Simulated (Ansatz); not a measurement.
Calculated 119Sn Mössbauer parameters for SnO

Cell: a COD entry, ions relaxed with PBE at fixed cell.

```
Sn O
1.0
     2.50000   -2.86000    0.00000
     2.50000    2.86000    0.00000
     0.00000    0.00000   11.12000
Sn O
4 4
Direct
  0.00006 0.99994 0.98582
  0.99994 0.00006 0.48582
  0.49968 0.50032 0.27117
  0.50032 0.49968 0.77117
  0.99981 0.50000 0.37851
  0.00019 0.50000 0.87851
  0.50000 0.00019 0.37851
  0.50000 0.99981 0.87851
```

Atoms are numbered from 1 in the order listed; like atoms form one site, named after its first atom.

The numbers come from a DFT calculation in Ansatz (r2SCAN, plane waves and PAW, scalar-relativistic, 500 eV cutoff, Γ-centred 8×8×3 k-points, Fermi–Dirac smearing 0.02 eV).

Isomer shifts (against SnO₂) follow from the electron density at the nucleus, δ = α(ρ − ρ₀), with α = 0.093 mm s⁻¹ a₀³ and ρ₀ = 183072.84 a₀⁻³ from a line fitted to 8 measured compounds at this level of theory (rms miss 0.14 mm/s). ΔE_Q = ½eQV_zz(1 + η²/3)^½ with Q = -0.132 b for the 23.9 keV state.

Task: Where do the absorption lines lie?

Result: Sn (4 atoms a cell): δ = 2.80, |ΔE_Q| = 1.65 mm/s, a doublet at 1.98 and 3.63 mm/s.

At this cell the r2SCAN pressure is -1.5 GPa (principal stresses up to 11 GPa in size), so it isn't the equilibrium cell of r2SCAN. The entry's cell may itself be off. The largest force is 0.5 eV/Å, so the atoms aren't at the calculated equilibrium and relaxing them would move these values. Without spin–orbit coupling (the program notes it for Sn) the gradients can shift somewhat, as the gap is small. With these PAW files V_zz is typically within 2 to 3 % of all-electron values, but misses above 10 % occur on Sn. The database positions were far from equilibrium, so the relaxed structure may not be the compound's real one.
